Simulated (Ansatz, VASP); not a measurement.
# Ga31P32H (V_Ga-H1): VASP beside Ansatz, part 2 of 2

One calculation is typed for both programs; each brings its own data sets. How far apart do they land? The cell is taken from a series of runs on this material, whose earlier steps may have relaxed, scaled, displaced or heated it; both programs get it as it stands.

VASP 6.6.1 and Ansatz 0.2.0.

So far. Step 2 (VASP: single point, PBE, pair 1): The run ends at a pressure of -0.45 GPa, with forces up to 0.14 eV/Å.

## (5) VASP: single point, PBE, pair 2

Level of this step: PBE; plane waves and PAW (Ga_d, P, H) (VASP).

A single point gives forces, pressure and levels at one fixed geometry, so differences don't come from the geometry; what else differs is listed under the comparison.

Input file INCAR:

```
SYSTEM = Ga31P32H
PREC = Accurate
ENCUT = 400
EDIFF = 1E-06
NELM = 120
ISMEAR = -1
SIGMA = 0.01
LREAL = Auto
ALGO = Normal
GGA = PE
NELECT = 566
NBANDS = 328
LORBIT = 11
LWAVE = .FALSE.
LCHARG = .FALSE.
ISIF = 2
ISYM = 0
LASPH = .TRUE.
GGA_COMPAT = .FALSE.
EFERMI = MIDGAP
KPAR = 4
```

Input file POSCAR:

```
Ga31P32H
1.0
   11.0119680541      0.0000000000      0.0000000000
    0.0000000000      0.0000000000    -11.0119680541
    0.0000000000     11.0119680541      0.0000000000
Ga P H
31 32 1
Direct
    0.0006280799      0.0000461236      0.0002570913
    0.9996383090      0.2516804644      0.2518817619
    0.2522128415      0.9990070913      0.2519296823
    0.2522853406      0.2516450122      0.9992597037
    0.9995839269      0.9989900030      0.5010939196
    0.0003590870      0.2505853435      0.7504315542
    0.2512347667      0.9998164859      0.7504641979
    0.2479686478      0.2473627406      0.5038422768
    0.9996052950      0.5007496107      0.9993374538
    0.0003863326      0.7502172294      0.2508301534
    0.2480824797      0.5036589290      0.2476564305
    0.2511962294      0.7501920799      0.0000006353
    0.9997483144      0.5000043196      0.5002314996
    0.9997464249      0.7490215808      0.7492297294
    0.2555304463      0.5077673220      0.7468387268
    0.2556229840      0.7466140186      0.5079648530
    0.5013185528      0.9990465092      0.9993218346
    0.5042615683      0.2474246724      0.2476618390
    0.7508642821      0.9997667301      0.2508436822
    0.7508184516      0.2505966555      0.9999772927
    0.5006213873      0.9991392785      0.5002222663
    0.5083332184      0.2550125253      0.7468433359
    0.7495490403      0.9991337503      0.7492545732
    0.7471966327      0.2549916286      0.5079645415
    0.5006239817      0.5000205409      0.9992970932
    0.5083806325      0.7466201934      0.2552015228
    0.7471417741      0.5077041292      0.2552564971
    0.7496121103      0.7490090769      0.9993762217
    0.4942585853      0.7443460066      0.7445346122
    0.7449527124      0.4936721187      0.7445430684
    0.7449059215      0.7442651032      0.4938765030
    0.1246072756      0.1240357833      0.3758270177
    0.1247567266      0.3755674889      0.1243425501
    0.3761354606      0.1241018950      0.1244047705
    0.3658023706      0.3651606502      0.3654535660
    0.1261550273      0.1255700709      0.8757445192
    0.1262222011      0.3768510370      0.6270348588
    0.3774874326      0.1256505304      0.6270236057
    0.3762184307      0.3756843915      0.8734193416
    0.1262676043      0.6268226692      0.3770865453
    0.1261557091      0.8755017933      0.1257645649
    0.3775244705      0.6268206931      0.1258406547
    0.3762730074      0.8731991659      0.3758672045
    0.1250451760      0.6251712498      0.8757542295
    0.1251554811      0.8754901404      0.6254488499
    0.3826759553      0.6161939234      0.6164593893
    0.3764367194      0.8745969271      0.8748470689
    0.6274415815      0.1256339071      0.3770876774
    0.6273902764      0.3768589930      0.1258341652
    0.8761155229      0.1255735450      0.1257824197
    0.8738005841      0.3756553508      0.3758750471
    0.6257205557      0.1245062840      0.8757430308
    0.6168154884      0.3821238855      0.6164384985
    0.8760209129      0.1244905856      0.6254360336
    0.8752072198      0.3758528779      0.8748365373
    0.6166908677      0.6161424453      0.3823748804
    0.6258053339      0.8755099648      0.1247429270
    0.8760323364      0.6251655259      0.1248035214
    0.8751928933      0.8745434437      0.3761059749
    0.6251273009      0.6245322651      0.8731832320
    0.6250900630      0.8729746451      0.6247064877
    0.8736062433      0.6244992090      0.6247060636
    0.8753479465      0.8747545647      0.8749691874
    0.4403020400      0.4395176081      0.4400650413
```

Input file KPOINTS:

```
Points of the shifted mesh
8
Reciprocal
 0.2500000000  0.2500000000  0.2500000000 1
 0.2500000000  0.2500000000  0.7500000000 1
 0.2500000000  0.7500000000  0.2500000000 1
 0.2500000000  0.7500000000  0.7500000000 1
 0.7500000000  0.2500000000  0.2500000000 1
 0.7500000000  0.2500000000  0.7500000000 1
 0.7500000000  0.7500000000  0.2500000000 1
 0.7500000000  0.7500000000  0.7500000000 1
```

The projector-augmented-wave data sets are Ga_d, P and H (PBE family, release 64).

Command:

```sh
mpirun -np 8 vasp_std
```

Numbers of over 12 decimals in the logs are rounded to 6 here.

What it wrote:

```text
[banner, memory and clock lines left out]
running    8 mpi-ranks, on    1 nodes
[...]
[... a notice as in an earlier step ...]

 LDA part: xc-table for (Slater+PW92), standard interpolation
 POSCAR, INCAR and KPOINTS ok, starting setup
[...]
entering main loop
       N       E                     dE             d eps       ncg     rms          rms(c)
DAV:   1     0.684623763215E+04    0.68462E+04   -0.19194E+05  5312   0.216E+03
DAV:   2     0.126248675057E+04   -0.55838E+04   -0.54516E+04  5560   0.625E+02
DAV:   3    -0.112172940903E+03   -0.13747E+04   -0.12808E+04  6280   0.216E+02
DAV:   4    -0.280073828624E+03   -0.16790E+03   -0.16508E+03  6528   0.699E+01
DAV:   5    -0.289388804779E+03   -0.93150E+01   -0.92481E+01  7752   0.182E+01BRMIX: very serious problems
 the old and the new charge density differ
 old charge density:   564.00000 new  566.00002
BRMIX: very serious problems
 the old and the new charge density differ
 old charge density:   564.00000 new  566.00002
BRMIX: very serious problems
 the old and the new charge density differ
 old charge density:   564.00000 new  566.00002
BRMIX: very serious problems
 the old and the new charge density differ
 old charge density:   564.00000 new  566.00002
    0.241E+01
DAV:   6    -0.281188220642E+03    0.82006E+01   -0.19307E+01  7504   0.170E+01    0.147E+01
DAV:   7    -0.280575599345E+03    0.61262E+00   -0.10560E+01  6064   0.664E+00    0.485E+00
DAV:   8    -0.280517808992E+03    0.57790E-01   -0.20313E+00  6080   0.111E+01    0.150E+00
DAV:   9    -0.280563334233E+03   -0.45525E-01   -0.50100E-01  6048   0.321E+00    0.649E-01
[...]
DAV:  16    -0.280568847576E+03   -0.12005E-04   -0.78726E-05  5944   0.560E-02    0.887E-03
DAV:  17    -0.280568848272E+03   -0.69599E-06   -0.13491E-05  6176   0.294E-02    0.534E-03
DAV:  18    -0.280568848623E+03   -0.35123E-06   -0.31812E-06  4464   0.103E-02
   1 F= -.28056885E+03 E0= -.28056885E+03  d E =0.000000E+00
```

OUTCAR, selected parts (step 5):

```text
  Total       14.6007941     14.6006037     14.6047314     -0.7041997      0.6990926      0.6992978
  in kB       17.5183110     17.5180825     17.5230349     -0.8449122      0.8387846      0.8390308
  external PRESSURE =      17.5198095 kB  Pullay stress =       0.0000000 kB

 POSITION                                       TOTAL-FORCE (eV/Angst)
 -----------------------------------------------------------------------------------
      0.00692      0.00283     -0.00051        -0.003358     -0.001775      0.002424
     11.00799      2.77371     -2.77150         0.010759     -0.001548      0.002904
      2.77736      2.77424    -11.00103        -0.000872     -0.001357     -0.010264
      2.77816     11.00382     -2.77111        -0.001140      0.010897      0.000053
     11.00739      5.51803    -11.00085         0.010706     -0.007928     -0.010655
      0.00395      8.26373     -2.75944         0.003247     -0.002421      0.005722
      2.76659      8.26409    -11.00995        -0.008824     -0.002818     -0.004079
      2.73062      5.54830     -2.72395         0.005145     -0.014866     -0.004649
     11.00762     11.00467     -5.51424         0.010857      0.011449      0.004644
      0.00425      2.76213     -8.26137         0.003583     -0.007839      0.003339
      2.73188      2.72718     -5.54628         0.004812      0.004431      0.016035
      2.76616      0.00001     -8.26109        -0.008407      0.005238      0.002481
     11.00920      5.50853     -5.50603         0.011617     -0.006980      0.003659
     11.00918      8.25049     -8.24820         0.002948      0.005207     -0.004911
[...]
-----------------------------------------------------------------------------------
    total drift:                               -0.025614     -0.002250     -0.013583

  FREE ENERGIE OF THE ION-ELECTRON SYSTEM (eV)
  ---------------------------------------------------
  free  energy   TOTEN  =      -280.5688486230 eV

  energy  without entropy=     -280.5688486230  energy(sigma->0) =     -280.56884862

[... 2 parts as in an earlier step ...]
```

The cell is charged against a uniform background.

The run ends at a pressure of 1.75 GPa, with forces up to 0.21 eV/Å.

## (6) Ansatz: single point, PBE, pair 2

The same cell, functional, mesh and smearing now go to Ansatz.

The cell is taken from a series of runs on this material, whose earlier steps may have relaxed, scaled, displaced or heated it; both programs get it as it stands.

Input file input.yaml:

```yaml
crystal:
  checkpoint: "../qm2.relax_smeared.run"
  host: checkpoint
total_charge: -2
basis:
  ecutwfc: 420
  xc_grid: 2
hamiltonian:
  xc: pbe
kpoints:
  mp_grid: { grid: [2, 2, 2], shift: [0.5, 0.5, 0.5] }
scf:
  occupations: { method: fermi_dirac, width: 0.01 }
  max_iter: 80
output:
  forces: true
  eigenvalues: true
  charged_corrections:
    epsilon: 10.63
    static_epsilon: 12.86
    defect_position: [0.5, 0.5, 0.5]
  eigenstates: { localisation: true }
  populations: true
checkpoint:
  read: "../qm2.relax_smeared.run"
  write: "../qm2.point.run"
  compress: false
  write_wavefunctions: false
  write_every: 100000
```

Command:

```sh
ansatz run input.yaml --threads 4 --pin off --max-ram 7536MiB --backend cpu --events-out ev --progress --plain --runs-dir out
```

What it wrote:

```text
[...]
Crystal: 64 atoms, lattice volume = 1335.349 Å³
Basis set: ecut = 420 eV, 26001 PW (Γ), exchange–correlation on 150×150×150 points (8 copies of the dense FFT grid, shifted against one another)
Bands: 347, of which v1, the nominal top of the filled ones, is band 283 counted from 1 (282 counted from 0)
Symmetry: 1 space group operations
[...]
k-points: 4 of 8 (time reversal used)
[...]
--- Löwdin populations: 64 sites ---
  site symbol       q [e]
     0     Ga     12.9681
     1     Ga     12.9702
     2     Ga     12.9702
     3     Ga     12.9702
     4      P      5.0355
     5      P      5.0355
     6      P      5.0355
     7      P      4.9142
[...]
60      P      5.0337
    61      P      5.0337
    62      P      5.0309
    63      H      0.9356
  spilling = 0.002956 (of n_electrons = 566.000000)
[key lines of the parts left out:]
SCF converged after 8 iterations
Free energy (F): -141482.118066 eV
Fermi energy:    7.472963 eV
```

## (7) Differences

Compared:

| quantity | Ansatz | VASP | difference |
| --- | --- | --- | --- |
| gap on the k mesh (eV) | 1.509 | 1.513 | -0.004 |

Forces on 8 of the 64 atoms, those with the largest forces and the largest differences (eV/Å; atoms numbered as in POSCAR):

| atom | Ansatz x, y, z | VASP x, y, z |
| --- | --- | --- |
| Ga26 | -0.003, -0.020, -0.020 | 0.005, -0.013, -0.015 |
| P35 | -0.025, -0.024, 0.024 | -0.017, -0.017, 0.017 |
| P46 | 0.152, -0.103, 0.102 | 0.150, -0.101, 0.100 |
| P47 | 0.012, -0.026, 0.025 | 0.012, -0.023, 0.023 |
| P53 | -0.103, -0.103, -0.150 | -0.100, -0.100, -0.148 |
| P55 | -0.025, -0.026, -0.010 | -0.023, -0.024, -0.011 |
| P56 | -0.099, 0.150, 0.101 | -0.096, 0.148, 0.099 |
| H64 | 0.115, 0.115, -0.117 | 0.107, 0.106, -0.108 |

The forces differ by 3.2 meV/Å r.m.s., which is 10.5 % of the r.m.s. force of 0.031 eV/Å (both taken over all components). A gap on the mesh is an upper bound, since the band edges may lie between its points. The cell carries a charge of -2 e against a uniform background, so its pressure also hangs on how the neutralising background is counted, and in a defect's cell a gap may be the spacing between its levels.

## (8) Summary of results

```json
{"r.m.s. force difference (single point, PBE, pair 1)": "2.6 meV/Å", "r.m.s. force difference (single point, PBE, pair 2)": "3.2 meV/Å"}
```

What this shows: The r.m.s. force difference is 3.2 meV/Å (single point, PBE, pair 2), within the 12 meV/Å picked in this series as the mark of a large difference. How closely two codes agree says nothing of how well the functional describes the real material.

[Lines on the potential files, build, host, timing and source positions are cut from VASP's logs without a mark.]

[Logs are printed without paths, hosts, clocks, repeated set-up lines and the standing remarks that a program may print on its own settings, such as how far it seeks lower states.]

[Hosts, paths, dates, database ids (printed as entryN), source tags and the programs' standing remarks are cut or masked in the printed files.]
